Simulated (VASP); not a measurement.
# Pd (P6_3/mmc) in VASP: a series of runs, part 2 of 2

VASP 6.6.1. The steps go on from the part before.

## 5. Single point, PBE

INCAR reads:

```
SYSTEM = Pd
PREC = Accurate ; ENCUT = 400
EDIFF = 1E-6 ; ISMEAR = -1
SIGMA = 0.02 ; LREAL = .FALSE.
LASPH = .TRUE. ; NELM = 100
ALGO = Normal ; ISIF = 2
LWAVE = .FALSE. ; LCHARG = .FALSE.
GGA = PE ; ADDGRID = .FALSE.
```

KPOINTS reads:

```
Automatic mesh
0
G
  8 8 4
  0 0 0
```

POSCAR reads:

```
Pd
1.0
    2.7836650458      0.0000000000      0.0000000000
   -1.3918325229      2.4107246453      0.0000000000
    0.0000000000      0.0000000000      4.6288930000
Pd
2
Direct
    0.3690330000      0.6707680000      0.2457130000
    0.7034100000      0.3270270000      0.7475630000
```

Potentials or basis: VASP PAW PBE potentials, release 64 (Pd).

Started as:

```
$ cat potpaw_PBE.64/Pd/POTCAR > POTCAR
$ mpirun -np 1 vasp_std > vasp.out
```

OUTCAR:

```text
SYSTEM = Pd
   PREC = Accurate
   ENCUT = 400
   EDIFF = 1E-6
   ISMEAR = -1
   LREAL = .FALSE.
   LASPH = .TRUE.
   NELM = 100
   ISIF = 2
   GGA = PE

 Found    132 irreducible k-points:

 Following reciprocal coordinates:
            Coordinates               Weight
  0.000000  0.000000  0.000000      1.000000
  0.125000  0.000000  0.000000      2.000000
  0.000000  0.125000  0.000000      2.000000
 -0.125000  0.125000  0.000000      2.000000
  0.250000  0.000000  0.000000      2.000000
  0.000000  0.250000  0.000000      2.000000
   k-points           NKPTS =    132   k-points in BZ     NKDIM =    132   number of bands    NBANDS=     14
   number of dos      NEDOS =    301   number of ions     NIONS =      2
   total plane-waves  NPLWV =   9720
   dimension x,y,z NGX =    18 NGY =   18 NGZ =   30
   dimension x,y,z NGXF=    36 NGYF=   36 NGZF=   60
   ions per type =               2
   NGX,Y,Z   is equivalent  to a cutoff of  10.75, 10.75, 10.77 a.u.
   NGXF,Y,Z  is equivalent  to a cutoff of  21.50, 21.50, 21.55 a.u.
 SYSTEM =  Pd
   PREC   = accura    normal or accurate (medium, high low for compatibility)
   ISTART =      0    job   : 0-new  1-cont  2-samecut
   ICHARG =      2    charge: 1-file 2-atom 10-const
   ISPIN  =      1    spin polarized calculation?
   LNONCOLLINEAR =      F non collinear calculations
   LSORBIT =      F    spin-orbit coupling
   LASPH  =      T    aspherical Exc in radial PAW
   ENCUT  =  400.0 eV  29.40 Ry    5.42 a.u.   4.54  4.54  7.55*2*pi/ulx,y,z
   NELM   =    100;   NELMIN=  2; NELMDL= -5     # of ELM steps
   EDIFF  = 0.1E-05   stopping-criterion for ELM
   LREAL  =      F    real-space projection
   EDIFFG = 0.1E-04   stopping-criterion for IOM
   NSW    =      0    number of steps for IOM
   IBRION =     -1    ionic relax: 0-MD 1-quasi-New 2-CG
   NFREE  =      0    steps in history (QN), initial steepest desc. (CG)
   ISIF   =      2    stress and relaxation
   ISYM   =      2    0-nonsym 1-usesym 2-fastsym
   POTIM  = 0.5000    time-step for ionic-motion
   TEBEG  =    0.0;   TEEND  =   0.0 temperature during run
   PSTRESS=    0.0 pullay stress
   NELECT =      20.0000    total number of electrons
   NUPDOWN=      -1.0000    fix difference up-down
   EMIN   =  10.00;   EMAX   =-10.00  energy-range for DOS
   EFERMI =   0.00;   METHOD = LEGACY
   ISMEAR =    -1;   SIGMA  =   0.02  broadening in eV -4-tet -1-fermi 0-gaus
   EFERMI_NEDOS =   21; number of points for ismear=-14 and -15
   IALGO  =     38    algorithm
   IMIX   =      4    mixing-type and parameters
     AMIX     =   0.40;   BMIX     =  1.00
     AMIX_MAG =   1.60;   BMIX_MAG =  1.00
  volume/ion in A,a.u.               =      15.53       104.81
  Fermi-wavevector in a.u.,A,eV,Ry     =   1.413636  2.671385 27.189429  1.998367
  Thomas-Fermi vector in A             =   2.535261
   LORBIT       =      0    0 simple, 1 ext, 2 COOP (PROOUT), +10 PAW based schemes
   GGA     = PE    functional components
   LHFCALC =     F    Hartree Fock is set to
   AEXX    =    0.0000 exact exchange contribution
   IVDW    =     0    specifies the selected vdW correction
   LEPSILON=     F    determine dielectric tensor
   LRPA    =     F    only Hartree local field effects (RPA)
 non-spin polarized calculation
  energy-cutoff  :      400.00
  volume of cell :       31.06
 maximum number of plane-waves:       580
   NGX =  9   NGY =  9   NGZ = 15

 number of electron      20.0000000 magnetization

 Free energy of the ion-electron system (eV)
  ---------------------------------------------------
  ext. energy  EPLUGINS =         0.00000000
  ---------------------------------------------------
  free energy    TOTEN  =       -10.34387672 eV

  energy without entropy =      -10.33658687  energy(sigma->0) =      -10.34023179

 E-fermi :   8.9489     XC(G=0): -12.8621

 val. band max:        8.9406666340   @ k =   0.5000   0.0000   0.0000
 cond. band min:       8.9511666485   @ k =   0.0000   0.3750   0.0000
 fundamental gap:      0.0105000145
 Fermi energy:         8.9488957037

 k-point     1 :       0.0000    0.0000    0.0000
  band No.  band energies     occupation
      1       2.1887      2.00000
      2       4.0266      2.00000
      3       6.2402      2.00000
      4       6.4014      2.00000
      5       6.4226      2.00000
      6       6.7261      2.00000
      7       6.7524      2.00000
      8       7.3452      2.00000
      9       7.4485      2.00000
     10       8.6786      2.00000
     11       8.7712      1.99972
     12       9.9238      0.00000
     13      15.5965      0.00000
     14      26.0059      0.00000

 k-point     2 :       0.1250    0.0000    0.0000
  band No.  band energies     occupation
      1       2.6665      2.00000
      2       4.3474      2.00000
      3       5.9835      2.00000
      4       6.5331      2.00000
      5       6.7202      2.00000
      6       6.7275      2.00000
      7       6.9444      2.00000
      8       7.0281      2.00000
      9       7.2229      2.00000
     10       7.6427      2.00000
     11       8.7960      1.99904
     12      11.7101      0.00000
     13      15.6218      0.00000
     14      25.4982      0.00000

 k-point     3 :       0.0000    0.1250    0.0000
  band No.  band energies     occupation
      1       2.6671      2.00000
      2       4.3509      2.00000
      3       5.9743      2.00000
      4       6.5213      2.00000
      5       6.7336      2.00000
      6       6.7419      2.00000
      7       6.9370      2.00000
      8       7.0174      2.00000
      9       7.2483      2.00000
     10       7.6373      2.00000
     11       8.7707      1.99973
     12      11.7242      0.00000
     13      15.6214      0.00000
     14      25.4650      0.00000

 k-point     4 :      -0.1250    0.1250    0.0000
  band No.  band energies     occupation
      1       2.6655      2.00000
      2       4.3422      2.00000
      3       5.9956      2.00000
      4       6.5512      2.00000
      5       6.6964      2.00000
      6       6.7166      2.00000
      7       6.9620      2.00000
      8       7.0381      2.00000
      9       7.1776      2.00000
     10       7.6537      2.00000
     11       8.8311      1.99449
     12      11.6904      0.00000
     13      15.6224      0.00000
     14      25.5413      0.00000

 k-point     5 :       0.2500    0.0000    0.0000
  band No.  band energies     occupation
      1       3.8075      2.00000
      2       4.7014      2.00000
      3       5.7509      2.00000
      4       5.9194      2.00000
      5       6.3709      2.00000
      6       6.8457      2.00000
      7       7.1103      2.00000
      8       7.4958      2.00000
      9       7.5588      2.00000
     10       7.7865      2.00000
     11       8.9035      1.81294
     12      14.2892      0.00000
     13      15.8194      0.00000
     14      21.4295      0.00000

 k-point     6 :       0.0000    0.2500    0.0000
  band No.  band energies     occupation
      1       3.8138      2.00000
      2       4.7133      2.00000
      3       5.7689      2.00000
      4       5.9032      2.00000
      5       6.3589      2.00000
      6       6.8656      2.00000
      7       7.0684      2.00000
      8       7.5096      2.00000
      9       7.5624      2.00000
     10       7.7798      2.00000
     11       8.8901      1.89934
     12      14.3151      0.00000
     13      15.8213      0.00000
     14      21.4179      0.00000

 [... further k-points ...]
[... 5 lines left out ...]
  --------------------------------------------------------------------------------------
  -------------------------------------------------------------------------------------
  Total       -0.4935383     -0.4248951     -0.2543514      0.0226332     -0.0012224      0.0006441
  in kB      -25.4559743    -21.9154594    -13.1190669      1.1673863     -0.0630500      0.0332218
  external PRESSURE =     -20.1635002 kB  Pullay stress =       0.0000000 kB

 VOLUME and BASIS-vectors are now :
 -----------------------------------------------------------------------------
  energy-cutoff  :      400.00
  volume of cell :       31.06
      direct lattice vectors                 reciprocal lattice vectors
     2.783665046  0.000000000  0.000000000     0.359238624  0.207406516  0.000000000
    -1.391832523  2.410724645  0.000000000     0.000000000  0.414813032  0.000000000
     0.000000000  0.000000000  4.628893000     0.000000000  0.000000000  0.216034374

 POSITION                                       TOTAL-FORCE (eV/Angst)
 -----------------------------------------------------------------------------------
      0.09367      1.61704      1.13738         0.013446     -0.021165      0.071047
      1.50289      0.78837      3.46039        -0.013446      0.021165     -0.071047
 -----------------------------------------------------------------------------------
    total drift:                               -0.000017     -0.000004      0.000092

  FREE ENERGIE OF THE ION-ELECTRON SYSTEM (eV)
  ---------------------------------------------------
  free  energy   TOTEN  =       -10.3438767194 eV

  energy  without entropy=      -10.3365868684  energy(sigma->0) =      -10.34023179
```

OSZICAR:

```text
N       E                     dE             d eps       ncg     rms          rms(c)
DAV:   1     0.903190867711E+02    0.90319E+02   -0.91054E+03  3710   0.113E+03
DAV:   2    -0.959027363554E+01   -0.99909E+02   -0.95514E+02  3978   0.254E+02
DAV:   3    -0.108506541966E+02   -0.12604E+01   -0.12510E+01  4386   0.331E+01
DAV:   4    -0.108579395867E+02   -0.72854E-02   -0.72841E-02  4176   0.237E+00
DAV:   5    -0.108580530570E+02   -0.11347E-03   -0.11347E-03  4434   0.320E-01    0.954E+00
DAV:   6    -0.103653236680E+02    0.49273E+00   -0.14220E+00  3822   0.131E+01    0.467E+00
DAV:   7    -0.103490338315E+02    0.16290E-01   -0.97051E-03  4284   0.855E-01    0.238E+00
DAV:   8    -0.103438822417E+02    0.51516E-02   -0.18141E-03  3906   0.371E-01    0.840E-02
DAV:   9    -0.103438694019E+02    0.12840E-04   -0.55911E-05  4458   0.779E-02    0.238E-02
DAV:  10    -0.103438765502E+02   -0.71482E-05   -0.57264E-06  4014   0.241E-02    0.628E-03
DAV:  11    -0.103438767194E+02   -0.16922E-06   -0.31342E-07  2238   0.658E-03
   1 F= -.10343877E+02 E0= -.10340232E+02  d E =-.728985E-02
```

It took 14 s on 1 thread of AMD EPYC 9R45 (Zen 5), shared host; peak memory 0.12 GiB.

The run converged, but some of its settings lie outside the range that counts as converged, so its numbers aren't taken as properties of the crystal.

Results:

- Free energy: -10.3439 eV
- Pressure: -2.0 GPa
- Largest force: 0.075 eV/Å
- Band gap on the k mesh: none (metal or under the smearing width)
